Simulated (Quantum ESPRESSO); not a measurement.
## Ta2C under changes of volume

One of the cells (13.774 Å³/atom); the others are scaled copies at fixed shape and fractional positions:

```
CELL_PARAMETERS angstrom
3.10590 0.00000 0.00000
-1.55295 2.68979 0.00000
0.00000 0.00000 4.94640
ATOMIC_POSITIONS crystal
Ta 0.66667 0.33333 0.74799
Ta 0.33333 0.66667 0.25201
C 0.00000 0.00000 0.00000
```

```yaml
Program: Quantum ESPRESSO 7.5
Functional: r2SCAN
Potentials_or_basis: SG15 PBE 1.2
Cutoff: 1197 eV
Density_cutoff: 4789 eV
k_mesh: 4 × 4 × 2
Occupations: fermi-dirac, width 0.05 eV
Spin: no spin polarisation
```

| volume (Å³/atom) | energy over the lowest point (meV/atom) | pressure (GPa) | largest force (eV/Å) |
| --- | --- | --- | --- |
| 12.948 | 10.24 | 9.4 | 0.659 |
| 13.223 | 0.00 | 2.6 | 0.447 |
| 13.499 | ? | ? | ? |
| 13.774 | 11.52 | -8.9 | 0.076 |
| 14.050 | 31.15 | -13.8 | 0.089 |
| 14.325 | 58.78 | -18.3 | 0.241 |
| 14.601 | 93.65 | -22.2 | 0.384 |

Q: What does the run at 13.499 Å³/atom give?

A: Energy over the lowest point 0.80 meV/atom; pressure -3.5 GPa; largest force 0.253 eV/Å.

Worked out: A Birch-Murnaghan fit of order 3 (a polynomial in V^(-2/3)) to the other rows has its minimum at 13.34 Å³/atom with B0 = V·E''(V) = 297 GPa and B' = 4.2 at fixed shape and positions, which overstates the stiffness. It gives 0.80 meV/atom at 13.499 Å³/atom, against the run's 0.80, and -dE/dV = -3.5 GPa, against -3.5.

Energies are extrapolated to zero smearing.

Caveats: all runs use coarse meshes; the potentials were made for another functional, which shifts forces and pressure.
